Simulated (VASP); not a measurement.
## SiO2 (Stishovite): relaxation of cell and atoms with LDA

SiO2 (Stishovite):

```xyz
6
Lattice="4.1545 0.0000 0.0000 0.0000 4.1545 0.0000 0.0000 0.0000 2.6652" Properties=species:S:1:pos:R:3 pbc="T T T"
Si    4.1545    4.1545    0.0000
Si    2.0772    2.0772    1.3326
O     1.2686    1.2686    0.0000
O     0.8087    3.3458    1.3326
O     2.8859    2.8859    2.6652
O     3.3458    0.8087    1.3326
```

```json
{
  "Program": "VASP 6.6.1",
  "Task": "relaxation of cell and atoms",
  "Functional": "LDA",
  "Potentials or basis": "VASP PAW LDA potentials, release 64 (Si, O)",
  "Cutoff": "600 eV",
  "k mesh": "8 × 8 × 10",
  "Occupations": "gaussian, width 0.03 eV",
  "Spin": "no spin polarisation",
  "Further INCAR settings": "ALGO = Normal; EDIFF = 1e-07; IBRION = 2; EDIFFG = -0.005; NSW = 90; ISIF = 3"
}
```

```json
{"Relaxed volume": "7.67 Å³/atom", "Relaxed cell": "a = 4.154 Å, b = 4.154 Å, c = 2.666 Å, α = 90.00°, β = 90.00°, γ = 90.00°", "Space group after relaxing (to 0.05 Å)": "P4_2/mnm (No. 136)", "Energy gained by relaxing": "0.0 meV/atom", "Ionic steps": "3", "Pressure after relaxing": "0.0 GPa", "Band gap on the k mesh": "5.78 eV, direct"}
```

Final structure:
```
CELL_PARAMETERS angstrom
4.15437 0.00000 0.00000
0.00000 4.15437 0.00000
0.00000 0.00000 2.66597
ATOMIC_POSITIONS crystal
Si 0.00000 0.00000 0.00000
Si 0.50000 0.50000 0.50000
O 0.30540 0.30540 0.00000
O 0.19460 0.80540 0.50000
O 0.69460 0.69460 0.00000
O 0.80540 0.19460 0.50000
```

Levels at points of the mesh, in eV from the valence-band top:
```
           k point  band 14  band 15  band 16  band 17  band 18  band 19
(0.00, 0.00, 0.00)    -0.91    -0.91     0.00     5.78     6.41     8.32
(0.50, 0.00, 0.00)    -2.77    -1.09    -1.09     7.71     7.71     8.89
(0.50, 0.50, 0.00)    -2.78    -2.35    -2.35     7.37     7.37     9.91
(0.00, 0.00, 0.50)    -3.25    -2.76    -2.76     9.05     9.05    12.48
(0.50, 0.00, 0.50)    -2.35    -1.83    -1.83     8.69     8.69     9.87
(0.50, 0.50, 0.50)    -1.79    -1.60    -1.60     7.15     7.15    10.88
```

Wall time 42 s on 2 MPI ranks on Intel(R) Xeon(R) 6975P-C (Granite Rapids), with other jobs on the host, peak memory 0.18 GiB a rank.

A k mesh can miss the band edges. LDA gaps usually lie below the measured ones, often by a third to a half.
